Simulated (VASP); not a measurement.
# Si (P6/mmm) in VASP: single point with LDA

Aim: the single point of Si with LDA.

Everything below comes from runs of VASP 6.6.1. Logs are shortened: lines on timing, memory, paths and dates and some standing lists are left out, and cuts for length are marked.

### Step 1. The structure

Symmetry: P6/mmm, No. 191, hexagonal system. Conventional cell: a = 2.621 Å, b = 2.621 Å, c = 2.466 Å, α = 90.00°, β = 90.00°, γ = 120.00°. Si (site symmetry 6/mmm) has 8 Si at 2.47 to 2.62 Å as nearest neighbours.

This isn't the form of Si at room conditions, which is diamond.

### Step 2. Single point, LDA

File INCAR:

```
PREC = Accurate
ENCUT = 520
EDIFF = 1E-7
ISMEAR = 0
SIGMA = 0.1
LREAL = False
LASPH = True
NELM = 100
ALGO = Normal
ISIF = 2
LWAVE = False
LCHARG = True
GGA = CA
LELF = True
LVHAR = True
NBANDS = 8
```

File KPOINTS:

```
regular mesh
0
Gamma
  9 9 8
```

File POSCAR:

```
Si
1.0
    2.6205428149      0.0000000000      0.0000000000
   -1.3102714075      2.2694566494      0.0000000000
    0.0000000000      0.0000000000      2.4663543900
Si
1
Direct
    0.0000000000      0.0000000000      0.0000000000
```

Potentials or basis: VASP PAW LDA potentials, release 64 (Si).

The run is started by

```
cat potpaw_LDA.64/Si/POTCAR > POTCAR
mpirun -np 1 vasp_std > vasp.out
```

OUTCAR:

```text
PREC = Accurate
   ENCUT = 520
   EDIFF = 1E-7
   ISMEAR = 0
   LREAL = False
   LASPH = True
   NELM = 100
   ISIF = 2
   GGA = CA

 ion  position               nearest neighbor table
   1  0.000  0.000  0.000-

  LATTYP: Found a hexagonal cell.
 ALAT       =     2.6205428149
 C/A-ratio  =     0.9411616463

  Lattice vectors:

 A1 = (   2.6205428149,   0.0000000000,   0.0000000000)
 A2 = (  -1.3102714075,   2.2694566494,   0.0000000000)
 A3 = (   0.0000000000,   0.0000000000,   2.4663543900)

Analysis of symmetry for initial positions (statically):
=====================================================================
 Subroutine PRICEL returns:
 Original cell was already a primitive cell.

 Routine SETGRP: Setting up the symmetry group for a
 hexagonal supercell.

 Subroutine GETGRP returns: Found 24 space group operations
 (whereof 24 operations were pure point group operations)
 out of a pool of 24 trial point group operations.

The static configuration has the point symmetry D_6h.

Analysis of symmetry for dynamics (positions and initial velocities):
=====================================================================
 Subroutine PRICEL returns:
 Original cell was already a primitive cell.

 Routine SETGRP: Setting up the symmetry group for a
 hexagonal supercell.

 Subroutine GETGRP returns: Found 24 space group operations
 (whereof 24 operations were pure point group operations)
 out of a pool of 24 trial point group operations.

The dynamic configuration has the point symmetry D_6h.

 Subroutine INISYM returns: Found 24 space group operations
 (whereof 24 operations are pure point group operations),
 and found     1 'primitive' translations

----------------------------------------------------------------------------------------

                                     Primitive cell

  volume of cell :      14.6679

  direct lattice vectors                    reciprocal lattice vectors
     2.620542815  0.000000000  0.000000000     0.381600329  0.220317053  0.000000000
    -1.310271407  2.269456649  0.000000000     0.000000000  0.440634105  0.000000000
     0.000000000  0.000000000  2.466354390     0.000000000  0.000000000  0.405456736

  length of vectors
     2.620542815  2.620542815  2.466354390     0.440634105  0.440634105  0.405456736

  position of ions in fractional coordinates (direct lattice)
     0.000000000  0.000000000  0.000000000

  ion indices of the primitive-cell ions
   primitive index   ion index
[... 76 lines left out ...]
   NSW    =      0    number of steps for IOM
   IBRION =     -1    ionic relax: 0-MD 1-quasi-New 2-CG
   NFREE  =      0    steps in history (QN), initial steepest desc. (CG)
   ISIF   =      2    stress and relaxation
   ISYM   =      2    0-nonsym 1-usesym 2-fastsym
   POTIM  = 0.5000    time-step for ionic-motion
   TEBEG  =    0.0;   TEEND  =   0.0 temperature during run
   PSTRESS=    0.0 pullay stress
   NELECT =       4.0000    total number of electrons
   NUPDOWN=      -1.0000    fix difference up-down
   EMIN   =  10.00;   EMAX   =-10.00  energy-range for DOS
   EFERMI =   0.00;   METHOD = LEGACY
   ISMEAR =     0;   SIGMA  =   0.10  broadening in eV -4-tet -1-fermi 0-gaus
   EFERMI_NEDOS =   21; number of points for ismear=-14 and -15
   IALGO  =     38    algorithm
   IMIX   =      4    mixing-type and parameters
     AMIX     =   0.40;   BMIX     =  1.00
     AMIX_MAG =   1.60;   BMIX_MAG =  1.00
  volume/ion in A,a.u.               =      14.67        98.98
  Fermi-wavevector in a.u.,A,eV,Ry     =   1.061627  2.006184 15.334472  1.127052
  Thomas-Fermi vector in A             =   2.197050
   LORBIT       =      0    0 simple, 1 ext, 2 COOP (PROOUT), +10 PAW based schemes
   GGA     = CA    functional components
   LHFCALC =     F    Hartree Fock is set to
   AEXX    =    0.0000 exact exchange contribution
   IVDW    =     0    specifies the selected vdW correction
   LEPSILON=     F    determine dielectric tensor
   LRPA    =     F    only Hartree local field effects (RPA)
 non-spin polarized calculation
 Gauss-broadening in eV      SIGMA  =   0.10
  energy-cutoff  :      520.00
  volume of cell :       14.67
 maximum number of plane-waves:       405
 NGX is ok and might be reduce to    20
   NGX =  9   NGY =  9   NGZ =  9

 number of electron       4.0000000 magnetization

 Free energy of the ion-electron system (eV)
  ---------------------------------------------------
  ext. energy  EPLUGINS =         0.00000000
  ---------------------------------------------------
  free energy    TOTEN  =        -5.71263531 eV

  energy without entropy =       -5.71026503  energy(sigma->0) =       -5.71145017

 E-fermi :   9.7405     XC(G=0): -11.1512

 val. band max:        9.7227381025   @ k =   0.3333   0.2222   0.5000
 cond. band min:       9.7965548513   @ k =   0.2222   0.1111   0.0000
 fundamental gap:      0.0738167488
 Fermi energy:         9.7405247782

 k-point     1 :       0.0000    0.0000    0.0000
  band No.  band energies     occupation
      1      -4.4370      2.00000
      2      17.1815      0.00000
      3      17.5832      0.00000
      4      19.8749      0.00000
      5      19.8749      0.00000
      6      21.9121      0.00000
      7      21.9121      0.00000
      8      27.4185      0.00000
[... 243 lines left out ...]
 k-point    24 :       0.3333    0.3333    0.1250
  band No.  band energies     occupation
      1       4.2814      2.00000
      2       5.4350      2.00000
      3       5.4350      2.00000
      4      19.9767      0.00000
      5      23.2123      0.00000
      6      23.2123      0.00000
      7      28.4765      0.00000
      8      29.7656      0.00000

 [... further k-points ...]

------------------------ aborting loop because EDIFF is reached ----------------------------------------

  FORCE on cell =-STRESS in cart. coord.  units (eV):
  Direction    XX          YY          ZZ          XY          YZ          ZX
  --------------------------------------------------------------------------------------
  -------------------------------------------------------------------------------------
  Total       -0.2066575     -0.2066575     -0.0069008      0.0000000     -0.0000000      0.0000000
  in kB      -22.5732019    -22.5732019     -0.7537786      0.0000000     -0.0000000      0.0000000
  external PRESSURE =     -15.3000608 kB  Pullay stress =       0.0000000 kB

 VOLUME and BASIS-vectors are now :
 -----------------------------------------------------------------------------
  energy-cutoff  :      520.00
  volume of cell :       14.67
      direct lattice vectors                 reciprocal lattice vectors
     2.620542815  0.000000000  0.000000000     0.381600329  0.220317053  0.000000000
    -1.310271407  2.269456649  0.000000000     0.000000000  0.440634105  0.000000000
     0.000000000  0.000000000  2.466354390     0.000000000  0.000000000  0.405456736

 POSITION                                       TOTAL-FORCE (eV/Angst)
 -----------------------------------------------------------------------------------
      0.00000      0.00000      0.00000        -0.000000      0.000000      0.000000
 -----------------------------------------------------------------------------------
    total drift:                                0.000000      0.000000      0.000000

  FREE ENERGIE OF THE ION-ELECTRON SYSTEM (eV)
  ---------------------------------------------------
  free  energy   TOTEN  =        -5.7126353077 eV

  energy  without entropy=       -5.7102650348  energy(sigma->0) =       -5.71145017
```

Run time: 3.3 s. Hardware: 1 thread of AMD EPYC 9R45 (Zen 5), shared host; peak memory 0.08 GiB.

Results:

```yaml
Free_energy: -5.7126 eV
Pressure: -1.5 GPa
Band_gap_on_the_k_mesh: none (metal or under the smearing width)
```

Stress tensor (GPa, compression positive):
```
-2.26  0.00  0.00
 0.00 -2.26  0.00
 0.00  0.00 -0.08
```
